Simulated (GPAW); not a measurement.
# Pd (Fm-3m) in GPAW: further runs, part 2 of 2

GPAW 26.7.0.

### 3 Relaxation of cell and atoms, PBEsol+D3

run.py

```python
from ase import Atoms
from ase.calculators.mixing import SumCalculator
from ase.filters import FrechetCellFilter
from ase.io import write
from ase.optimize import BFGS
from dftd3.ase import DFTD3
from gpaw import GPAW, PW, setup_paths

setup_paths.insert(0, '.')

atoms = Atoms(['Pd'],
              cell=[[0.0, 1.9465, 1.9465],
                    [1.9465, 0.0, 1.9465],
                    [1.9465, 1.9465, 0.0]],
              scaled_positions=[[0.0, 0.0, 0.0]],
              pbc=True)

calc = GPAW(mode=PW(600),
            xc='PBEsol',
            kpts={'size': (12, 12, 12), 'gamma': True},
            occupations={'name': 'fermi-dirac', 'width': 0.05},
            nbands=17,
            convergence={'density': 1e-05, 'forces': 0.0001},
            maxiter=150,
            txt='gpaw.txt')
atoms.calc = SumCalculator([calc, DFTD3(method='pbesol', damping='d3zero')])
opt = BFGS(FrechetCellFilter(atoms), trajectory='relax.traj', logfile='-')
done = opt.run(fmax=0.02, steps=60)
calc.write('gs.gpw')
write('result.traj', atoms)
print('Converged:', done)
print('Cell:', atoms.cell.cellpar().round(4))
print('Volume:', round(atoms.get_volume(), 4))
print(atoms.get_scaled_positions().round(5))
```

Potentials or basis: PAW data sets generated in the run's folder for this functional, pw.

Run with:

```console
gpaw-setup -f PBEsol Pd
OMP_NUM_THREADS=1 python run.py
```

gpaw.txt:

```text
__  _  _
 | _ |_)|_||  |
 |__||  | ||/\| - 26.7.0

Input parameters:
  mode=PW(ecut=600.0),
  convergence={'density': 1e-05, 'forces': 0.0001},
  kpts=MonkhorstPack(size=(12, 12, 12), gamma=True),
  maxiter=150,
  nbands=17,
  occupations=Occupations(name='fermi-dirac', width=0.05),
  xc=XC(name='PBEsol')

Diagonalizing LCAO Hamiltonian
Converting LCAO to pw mode

       Pd

Atoms  # Å, Bohr magnetons
|   | symbol |        x |        y |        z |    initial magnetic moments |
|---|--------|----------|----------|----------|-----------------------------|
| 0 |     Pd | 0.000000 | 0.000000 | 0.000000 | ( 0.0000,  0.0000,  0.0000) |

Unit cell  # Å
| periodic |        x |        y |        z |  lengths |    angles |
|----------|----------|----------|----------|----------|-----------|
|      yes | 0.000000 | 1.946500 | 1.946500 | 2.752767 | 60.000000 |
|      yes | 1.946500 | 0.000000 | 1.946500 | 2.752767 | 60.000000 |
|      yes | 1.946500 | 1.946500 | 0.000000 | 2.752767 | 60.000000 |

Number of symmetries: 48
Symmetry operations  # r_c * U_cc + t_c -> r_c
|    | kind |            matrix            |
|----|------|------------------------------|
|  0 |  σ   |  1, 0, 0,  1, 0,-1,  1,-1, 0 |
|  1 |  C2  |  1, 0, 0,  1,-1, 0,  1, 0,-1 |
|  2 |  E   |  1, 0, 0,  0, 1, 0,  0, 0, 1 |
|  3 |  σ   |  1, 0, 0,  0, 0, 1,  0, 1, 0 |
|  4 |  C4  |  1, 0,-1,  1, 0, 0,  1,-1, 0 |
|  5 |  S6  |  1, 0,-1,  1,-1, 0,  1, 0, 0 |
|  6 |  σ   |  1, 0,-1,  0, 1,-1,  0, 0,-1 |
|  7 |  C3  |  1, 0,-1,  0, 0,-1,  0, 1,-1 |
|  8 |  S6  |  1,-1, 0,  1, 0, 0,  1, 0,-1 |
|  9 |  C4  |  1,-1, 0,  1, 0,-1,  1, 0, 0 |
| 10 |  C3  |  1,-1, 0,  0,-1, 1,  0,-1, 0 |
| 11 |  σ   |  1,-1, 0,  0,-1, 0,  0,-1, 1 |
| 12 |  σ   |  0, 1, 0,  1, 0, 0,  0, 0, 1 |
| 13 |  C4  |  0, 1, 0,  0, 1,-1, -1, 1, 0 |
[... 144 lines left out ...]
SCF iterations
|iter     | |      energy | eigst |  dens |force |
|---------|-|-------------|-------|-------|------|
|iter:   1| |   -5.721736 | -0.10 |       |      |
|iter:   2| |   -5.450113 | -2.55 | -0.96 |      |
|iter:   3| |   -4.612340 | -1.42 | -1.01 |      |
|iter:   4| |   -4.601115 | -3.39 | -2.02 |      |
|iter:   5| |   -4.597270 | -3.96 | -2.18 |      |
|iter:   6| |   -4.597278c| -6.31 | -3.58 |      |
|iter:   7| |   -4.597279c| -7.12 | -4.13 |      |
|iter:   8| |   -4.597279c| -7.71c| -4.94 |      |
|iter:   9| |   -4.597279c| -8.53c| -5.58c|      |
|iter:  10| |   -4.597279c| -9.37c| -6.58c|-23.92c|

Converged in 10 steps
Energy contributions relative to reference atoms: (reference = -137160.600186)

Energy contributions:
  Kinetic:          -5.344195
  Coulomb:           0.463654
  Zero:             -0.148526
  External:          0.000000
  Xc:                0.441557
  Entropy:          -0.019540
  Spinorbit:         0.000000
  ----------------------------
  Free energy:      -4.607049
  Extrapolated:     -4.597279
[... 12 lines left out ...]
|          5 |         6.481 |     2.000 |
[... 9 lines left out ...]
|         15 |        39.494 |     0.000 |
|         16 |        39.494 |     0.000 |

No gap
No difference between direct/indirect transitions

Stress tensor  # eV/Ang^3
|        x |        y |        z |
|----------|----------|----------|
| 0.015594 | 0.000000 | 0.000000 |
| 0.000000 | 0.015594 | 0.000000 |
| 0.000000 | 0.000000 | 0.015594 |

Forces  # eV/Ang
|        x |        y |       z |
|----------|----------|---------|
| -0.00000 | -0.00000 | 0.00000 |  # Pd   0

Interpolating wave functions to new cell

       Pd

Atoms  # Å, Bohr magnetons
|   | symbol |         x |         y |        z |    initial magnetic moments |
|---|--------|-----------|-----------|----------|-----------------------------|
| 0 |     Pd | -0.000000 | -0.000000 | 0.000000 | ( 0.0000,  0.0000,  0.0000) |

Unit cell  # Å
| periodic |         x |         y |         z |  lengths |    angles |
|----------|-----------|-----------|-----------|----------|-----------|
|      yes | -0.000000 |  1.924738 |  1.924738 | 2.721991 | 60.000000 |
|      yes |  1.924738 | -0.000000 |  1.924738 | 2.721991 | 60.000000 |
|      yes |  1.924738 |  1.924738 | -0.000000 | 2.721991 | 60.000000 |

Number of symmetries: 48
Symmetry operations  # r_c * U_cc + t_c -> r_c
|    | kind |            matrix            |
|----|------|------------------------------|
|  0 |  σ   |  1, 0, 0,  1, 0,-1,  1,-1, 0 |
|  1 |  C2  |  1, 0, 0,  1,-1, 0,  1, 0,-1 |
|  2 |  E   |  1, 0, 0,  0, 1, 0,  0, 0, 1 |
|  3 |  σ   |  1, 0, 0,  0, 0, 1,  0, 1, 0 |
|  4 |  C4  |  1, 0,-1,  1, 0, 0,  1,-1, 0 |
|  5 |  S6  |  1, 0,-1,  1,-1, 0,  1, 0, 0 |
|  6 |  σ   |  1, 0,-1,  0, 1,-1,  0, 0,-1 |
|  7 |  C3  |  1, 0,-1,  0, 0,-1,  0, 1,-1 |
|  8 |  S6  |  1,-1, 0,  1, 0, 0,  1, 0,-1 |
|  9 |  C4  |  1,-1, 0,  1, 0,-1,  1, 0, 0 |
| 10 |  C3  |  1,-1, 0,  0,-1, 1,  0,-1, 0 |
| 11 |  σ   |  1,-1, 0,  0,-1, 0,  0,-1, 1 |
| 12 |  σ   |  0, 1, 0,  1, 0, 0,  0, 0, 1 |
| 13 |  C4  |  0, 1, 0,  0, 1,-1, -1, 1, 0 |
[... 144 lines left out ...]
SCF iterations
|iter     | |      energy | eigst |  dens |force |
|---------|-|-------------|-------|-------|------|
|iter:   1| |   -4.638806 | -1.00 |       |      |
|iter:   2| |   -4.626940 | -3.88 | -1.67 |      |
|iter:   3| |   -4.593626 | -2.93 | -1.73 |      |
|iter:   4| |   -4.594386 | -4.90 | -2.58 |      |
|iter:   5| |   -4.594964c| -5.30 | -2.83 |      |
|iter:   6| |   -4.594967c| -7.61c| -3.88 |      |
|iter:   7| |   -4.594968c| -7.72c| -4.13 |      |
|iter:   8| |   -4.594968c| -8.92c| -5.79c|      |
|iter:   9| |   -4.594968c| -9.55c| -6.21c|-24.86c|

Converged in 9 steps
Energy contributions relative to reference atoms: (reference = -137160.600186)

Energy contributions:
  Kinetic:          -3.032481
  Coulomb:          -1.427573
  Zero:             -0.147593
  External:          0.000000
  Xc:                0.021962
  Entropy:          -0.018567
  Spinorbit:         0.000000
  ----------------------------
  Free energy:      -4.604252
  Extrapolated:     -4.594968
[... 12 lines left out ...]
|          5 |         6.893 |     2.000 |
[... 9 lines left out ...]
|         15 |        40.726 |     0.000 |
|         16 |        40.726 |     0.000 |

No gap
No difference between direct/indirect transitions

Stress tensor  # eV/Ang^3
|         x |         y |         z |
|-----------|-----------|-----------|
| -0.028522 | -0.000000 | -0.000000 |
| -0.000000 | -0.028522 |  0.000000 |
| -0.000000 |  0.000000 | -0.028522 |

Forces  # eV/Ang
|       x |       y |        z |
|---------|---------|----------|
| 0.00000 | 0.00000 | -0.00000 |  # Pd   0

Interpolating wave functions to new cell

       Pd

Atoms  # Å, Bohr magnetons
|   | symbol |         x |         y |         z |    initial magnetic moments |
|---|--------|-----------|-----------|-----------|-----------------------------|
| 0 |     Pd | -0.000000 | -0.000000 | -0.000000 | ( 0.0000,  0.0000,  0.0000) |

Unit cell  # Å
| periodic |        x |        y |         z |  lengths |    angles |
|----------|----------|----------|-----------|----------|-----------|
|      yes | 0.000000 | 1.918378 |  1.918378 | 2.712996 | 60.000000 |
|      yes | 1.918378 | 0.000000 |  1.918378 | 2.712996 | 60.000000 |
|      yes | 1.918378 | 1.918378 | -0.000000 | 2.712996 | 60.000000 |

Number of symmetries: 48
Symmetry operations  # r_c * U_cc + t_c -> r_c
|    | kind |            matrix            |
|----|------|------------------------------|
|  0 |  σ   |  1, 0, 0,  1, 0,-1,  1,-1, 0 |
|  1 |  C2  |  1, 0, 0,  1,-1, 0,  1, 0,-1 |
|  2 |  E   |  1, 0, 0,  0, 1, 0,  0, 0, 1 |
|  3 |  σ   |  1, 0, 0,  0, 0, 1,  0, 1, 0 |
|  4 |  C4  |  1, 0,-1,  1, 0, 0,  1,-1, 0 |
|  5 |  S6  |  1, 0,-1,  1,-1, 0,  1, 0, 0 |
|  6 |  σ   |  1, 0,-1,  0, 1,-1,  0, 0,-1 |
|  7 |  C3  |  1, 0,-1,  0, 0,-1,  0, 1,-1 |
|  8 |  S6  |  1,-1, 0,  1, 0, 0,  1, 0,-1 |
|  9 |  C4  |  1,-1, 0,  1, 0,-1,  1, 0, 0 |
| 10 |  C3  |  1,-1, 0,  0,-1, 1,  0,-1, 0 |
| 11 |  σ   |  1,-1, 0,  0,-1, 0,  0,-1, 1 |
| 12 |  σ   |  0, 1, 0,  1, 0, 0,  0, 0, 1 |
| 13 |  C4  |  0, 1, 0,  0, 1,-1, -1, 1, 0 |
[... 144 lines left out ...]
SCF iterations
|iter     | |      energy | eigst |  dens |force |
|---------|-|-------------|-------|-------|------|
|iter:   1| |   -4.593779 | -2.04 |       |      |
|iter:   2| |   -4.592785 | -4.93 | -2.21 |      |
|iter:   3| |   -4.589941c| -4.02 | -2.27 |      |
|iter:   4| |   -4.590002c| -5.98 | -3.11 |      |
|iter:   5| |   -4.590049c| -6.37 | -3.36 |      |
|iter:   6| |   -4.590049c| -8.68c| -4.42 |      |
|iter:   7| |   -4.590050c| -8.80c| -4.67 |      |
|iter:   8| |   -4.590050c| -9.97c| -6.31c|      |
|iter:   9| |   -4.590050c|-10.53c| -6.78c|-25.55c|

Converged in 9 steps
Energy contributions relative to reference atoms: (reference = -137160.600186)

Energy contributions:
  Kinetic:          -2.282878
  Coulomb:          -2.040878
  Zero:             -0.147625
  External:          0.000000
  Xc:               -0.109519
  Entropy:          -0.018300
  Spinorbit:         0.000000
  ----------------------------
  Free energy:      -4.599200
  Extrapolated:     -4.590050
[... 12 lines left out ...]
|          5 |         7.017 |     2.000 |
[... 9 lines left out ...]
|         15 |        41.096 |     0.000 |
|         16 |        41.096 |     0.000 |

No gap
No difference between direct/indirect transitions

Stress tensor  # eV/Ang^3
|         x |         y |         z |
|-----------|-----------|-----------|
| -0.043163 |  0.000000 | -0.000000 |
|  0.000000 | -0.043163 | -0.000000 |
| -0.000000 | -0.000000 | -0.043163 |

Forces  # eV/Ang
|       x |       y |       z |
|---------|---------|---------|
| 0.00000 | 0.00000 | 0.00000 |  # Pd   0

# Writing to gs.gpw (mode='')
```

Run time: 18 s. Hardware: 1 thread of Intel Xeon 6975P-C (Granite Rapids), shared host; peak memory 0.17 GiB.

Results:

```
Free energy                            : -5.0897 eV
Relaxed volume                         : 14.12 Å³/atom
Relaxed cell                           : a = 2.713 Å, b = 2.713 Å, c = 2.713 Å, α = 60.00°, β = 60.00°, γ = 60.00°
Space group after relaxing (to 0.05 Å) : Fm-3m (No. 225)
Energy gained by relaxing              : 17.9 meV/atom
Ionic steps                            : 3
Pressure after relaxing                : 0.2 GPa
Band gap on the k mesh                 : none (metal or under the smearing width)
Dispersion energy per atom             : -0.490 eV
```

The path:
| step | energy change (eV) | largest force (eV/Å) | pressure (GPa) | volume (Å³) |
| --- | --- | --- | --- | --- |
| 1 | 0.0000 | 0.0000 | -8.55 | 14.75 |
| 2 | -0.0170 | 0.0000 | -2.01 | 14.26 |
| 3 | -0.0179 | 0.0000 | 0.17 | 14.12 |

Final structure:
```xyz
1
Lattice="0.0000 1.9184 1.9184 1.9184 0.0000 1.9184 1.9184 1.9184 0.0000" Properties=species:S:1:pos:R:3 pbc="T T T"
Pd    0.0000    0.0000    0.0000
```

Caveat: later steps reuse the first step's grids; pairwise dispersion overbinds metals, which lowers pressure and volume.

### 4 Relaxation of cell and atoms, PBEsol+D3(BJ)

Edit run.py of step 3 so:

```diff
@@ -25,3 +25,3 @@
             txt='gpaw.txt')
-atoms.calc = SumCalculator([calc, DFTD3(method='pbesol', damping='d3zero')])
+atoms.calc = SumCalculator([calc, DFTD3(method='pbesol', damping='d3bj')])
 opt = BFGS(FrechetCellFilter(atoms), trajectory='relax.traj', logfile='-')
```

Run with:

```console
gpaw-setup -f PBEsol Pd
OMP_NUM_THREADS=1 python run.py
```

Run time: 18 s. Hardware: 1 thread of Intel Xeon 6975P-C (Granite Rapids), shared host; peak memory 0.17 GiB.

The run converged. Its results:

```
Free energy                            : -5.2486 eV
Relaxed volume                         : 14.08 Å³/atom
Relaxed cell                           : a = 2.710 Å, b = 2.710 Å, c = 2.710 Å, α = 60.00°, β = 60.00°, γ = 60.00°
Space group after relaxing (to 0.05 Å) : Fm-3m (No. 225)
Energy gained by relaxing              : 21.0 meV/atom
Ionic steps                            : 3
Pressure after relaxing                : 0.2 GPa
Band gap on the k mesh                 : none (metal or under the smearing width)
Dispersion energy per atom             : -0.651 eV
```

Step by step:
| step | energy change (eV) | largest force (eV/Å) | pressure (GPa) | volume (Å³) |
| --- | --- | --- | --- | --- |
| 1 | 0.0000 | 0.0000 | -9.34 | 14.75 |
| 2 | -0.0200 | 0.0000 | -2.06 | 14.22 |
| 3 | -0.0210 | 0.0000 | 0.19 | 14.08 |

Final structure:
```
Pd
1.0
     0.00000    1.91637    1.91637
     1.91637    0.00000    1.91637
     1.91637    1.91637    0.00000
Pd
1
Cartesian
  0.0000 0.0000 0.0000
```

Levels at points of the mesh, in eV from the Fermi level:
```csv
k point,band 5,band 6,band 7,band 8,band 9,band 10,band 11,band 12
"(0.00, 0.00, 0.00)",-3.06,-3.06,-3.06,-1.30,-1.30,17.48,22.77,22.77
"(0.50, 0.50, 0.00)",-5.50,-0.02,0.34,0.34,3.27,11.23,13.71,13.71
"(0.50, 0.50, 0.50)",-3.11,-3.11,0.00,0.00,0.83,7.68,16.79,22.46
```

Caveat: later steps reuse the first step's grids; pairwise dispersion overbinds metals, which lowers pressure and volume.

### 5 Relaxation of cell and atoms, PBEsol+D3(BJ)+ATM

Edit run.py of step 4 so:

```diff
@@ -25,3 +25,3 @@
             txt='gpaw.txt')
-atoms.calc = SumCalculator([calc, DFTD3(method='pbesol', damping='d3bj')])
+atoms.calc = SumCalculator([calc, DFTD3(damping='d3bj', params_tweaks=dict(method='pbesol', atm=True))])
 opt = BFGS(FrechetCellFilter(atoms), trajectory='relax.traj', logfile='-')
```

Run with:

```console
gpaw-setup -f PBEsol Pd
OMP_NUM_THREADS=1 python run.py
```

Run time: 19 s. Hardware: 1 thread of Intel Xeon 6975P-C (Granite Rapids), shared host; peak memory 0.18 GiB.

Results (log left out):

```
Free energy                            : -5.1612 eV
Relaxed volume                         : 14.21 Å³/atom
Relaxed cell                           : a = 2.718 Å, b = 2.718 Å, c = 2.718 Å, α = 60.00°, β = 60.00°, γ = 60.00°
Space group after relaxing (to 0.05 Å) : Fm-3m (No. 225)
Energy gained by relaxing              : 13.7 meV/atom
Ionic steps                            : 3
Pressure after relaxing                : 0.1 GPa
Band gap on the k mesh                 : none (metal or under the smearing width)
Dispersion energy per atom             : -0.559 eV
```

The path:
```
step  energy change (eV)  largest force (eV/Å)  pressure (GPa)  volume (Å³)
   1              0.0000                0.0000           -7.54        14.75
   2             -0.0131                0.0000           -1.63        14.32
   3             -0.0137                0.0000            0.12        14.21
```

Final structure:
```
CELL_PARAMETERS angstrom
0.00000 1.92223 1.92223
1.92223 0.00000 1.92223
1.92223 1.92223 0.00000
ATOMIC_POSITIONS crystal
Pd 0.00000 0.00000 0.00000
```

Levels at points of the mesh, in eV from the Fermi level:
| k point | band 5 | band 6 | band 7 | band 8 | band 9 | band 10 | band 11 | band 12 |
| --- | --- | --- | --- | --- | --- | --- | --- | --- |
| (0.00, 0.00, 0.00) | -3.01 | -3.01 | -3.01 | -1.28 | -1.28 | 17.47 | 22.71 | 22.71 |
| (0.50, 0.50, 0.00) | -5.42 | -0.02 | 0.34 | 0.34 | 3.27 | 11.13 | 13.65 | 13.65 |
| (0.50, 0.50, 0.50) | -3.06 | -3.06 | 0.00 | 0.00 | 0.85 | 7.60 | 16.78 | 22.35 |

Caveat: later steps reuse the first step's grids; pairwise dispersion overbinds metals, which lowers pressure and volume.

### 6 Relaxation of cell and atoms, PBEsol+D4

Edit run.py of step 5 so:

```diff
@@ -5,3 +5,3 @@
 from ase.optimize import BFGS
-from dftd3.ase import DFTD3
+from dftd4.ase import DFTD4
 from gpaw import GPAW, PW, setup_paths
@@ -25,3 +25,3 @@
             txt='gpaw.txt')
-atoms.calc = SumCalculator([calc, DFTD3(damping='d3bj', params_tweaks=dict(method='pbesol', atm=True))])
+atoms.calc = SumCalculator([calc, DFTD4(method='pbesol')])
 opt = BFGS(FrechetCellFilter(atoms), trajectory='relax.traj', logfile='-')
```

Potentials or basis: PAW data sets generated in the run's folder for this functional, pw.

Run with:

```console
gpaw-setup -f PBEsol Pd
OMP_NUM_THREADS=1 python run.py
```

gpaw.txt:

```text
__  _  _
 | _ |_)|_||  |
 |__||  | ||/\| - 26.7.0

Input parameters:
  mode=PW(ecut=600.0),
  convergence={'density': 1e-05, 'forces': 0.0001},
  kpts=MonkhorstPack(size=(12, 12, 12), gamma=True),
  maxiter=150,
  nbands=17,
  occupations=Occupations(name='fermi-dirac', width=0.05),
  xc=XC(name='PBEsol')

Diagonalizing LCAO Hamiltonian
Converting LCAO to pw mode

       Pd

Atoms  # Å, Bohr magnetons
|   | symbol |        x |        y |        z |    initial magnetic moments |
|---|--------|----------|----------|----------|-----------------------------|
| 0 |     Pd | 0.000000 | 0.000000 | 0.000000 | ( 0.0000,  0.0000,  0.0000) |

Unit cell  # Å
| periodic |        x |        y |        z |  lengths |    angles |
|----------|----------|----------|----------|----------|-----------|
|      yes | 0.000000 | 1.946500 | 1.946500 | 2.752767 | 60.000000 |
[... 503 lines left out ...]
|  5 |  S6  |  1, 0,-1,  1,-1, 0,  1, 0, 0 |
|  6 |  σ   |  1, 0,-1,  0, 1,-1,  0, 0,-1 |
|  7 |  C3  |  1, 0,-1,  0, 0,-1,  0, 1,-1 |
|  8 |  S6  |  1,-1, 0,  1, 0, 0,  1, 0,-1 |
[... 149 lines left out ...]
SCF iterations
|iter     | |      energy | eigst |  dens |force |
|---------|-|-------------|-------|-------|------|
|iter:   1| |   -4.598557 | -2.48 |       |      |
|iter:   2| |   -4.598180 | -5.35 | -2.42 |      |
|iter:   3| |   -4.597093c| -4.44 | -2.48 |      |
|iter:   4| |   -4.597113c| -6.43 | -3.33 |      |
|iter:   5| |   -4.597130c| -6.79 | -3.58 |      |
|iter:   6| |   -4.597130c| -7.48c| -4.64 |      |
|iter:   7| |   -4.597131c| -7.47c| -4.88 |      |
|iter:   8| |   -4.597131c| -9.02c| -6.46c|      |
|iter:   9| |   -4.597131c|-10.28c| -6.87c|-25.27c|

Converged in 9 steps
Energy contributions relative to reference atoms: (reference = -137160.600186)

Energy contributions:
  Kinetic:          -3.511684
  Coulomb:          -1.035572
  Zero:             -0.147650
  External:          0.000000
  Xc:                0.107150
  Entropy:          -0.018750
  Spinorbit:         0.000000
  ----------------------------
  Free energy:      -4.606505
  Extrapolated:     -4.597131
[... 25 lines left out ...]
No gap
No difference between direct/indirect transitions

Stress tensor  # eV/Ang^3
|         x |         y |         z |
|-----------|-----------|-----------|
| -0.019244 | -0.000000 | -0.000000 |
| -0.000000 | -0.019244 | -0.000000 |
| -0.000000 | -0.000000 | -0.019244 |

Forces  # eV/Ang
|        x |        y |        z |
|----------|----------|----------|
| -0.00000 | -0.00000 | -0.00000 |  # Pd   0

# Writing to gs.gpw (mode='')
```

It took 19 s on 1 thread of Intel Xeon 6975P-C (Granite Rapids), shared host; peak memory 0.18 GiB.

Results:

| Property | Result |
| --- | --- |
| Free energy | -4.9002 eV |
| Relaxed volume | 14.36 Å³/atom |
| Relaxed cell | a = 2.728 Å, b = 2.728 Å, c = 2.728 Å, α = 60.00°, β = 60.00°, γ = 60.00° |
| Space group after relaxing (to 0.05 Å) | Fm-3m (No. 225) |
| Energy gained by relaxing | 7.1 meV/atom |
| Ionic steps | 3 |
| Pressure after relaxing | 0.1 GPa |
| Band gap on the k mesh | none (metal or under the smearing width) |
| Dispersion energy per atom | -0.294 eV |

The path:
```tsv
step	energy change (eV)	largest force (eV/Å)	pressure (GPa)	volume (Å³)
1	0.0000	0.0000	-5.38	14.75
2	-0.0067	0.0000	-1.20	14.44
3	-0.0071	0.0000	0.06	14.35
```

Final structure:
```yaml
crystal:
  lattice:
    - [0.00000, 1.92897, 1.92897]
    - [1.92897, 0.00000, 1.92897]
    - [1.92897, 1.92897, 0.00000]
  atoms:
    - { symbol: Pd, position: [0.00000, 0.00000, 0.00000] }
```

Caveat: later steps reuse the first step's grids; pairwise dispersion overbinds metals, which lowers pressure and volume.

### 7 The runs side by side

| level | gap on the mesh (eV) | pressure (GPa) | relaxed volume (Å³/atom) |
| --- | --- | --- | --- |
| PBEsol | none | 0.0 | 14.56 |
| PBEsol+D3 | none | 0.2 | 14.12 |
| PBEsol+D3(BJ) | none | 0.2 | 14.08 |
| PBEsol+D3(BJ)+ATM | none | 0.1 | 14.21 |
| PBEsol+D4 | none | 0.1 | 14.36 |

Alike in all rows: task relaxation of cell and atoms; potentials or basis PAW data sets generated in the run's folder for this functional, pw; no spin polarisation; cell relaxed; k mesh 12 × 12 × 12; cutoff (eV) 600; smearing fermi-dirac 0.05 eV.

Caveats: later steps reuse the first step's grids; pairwise dispersion overbinds metals, which lowers pressure and volume (some runs).

Total energies depend on the potentials used, so only differences within one code and one set of settings carry meaning.
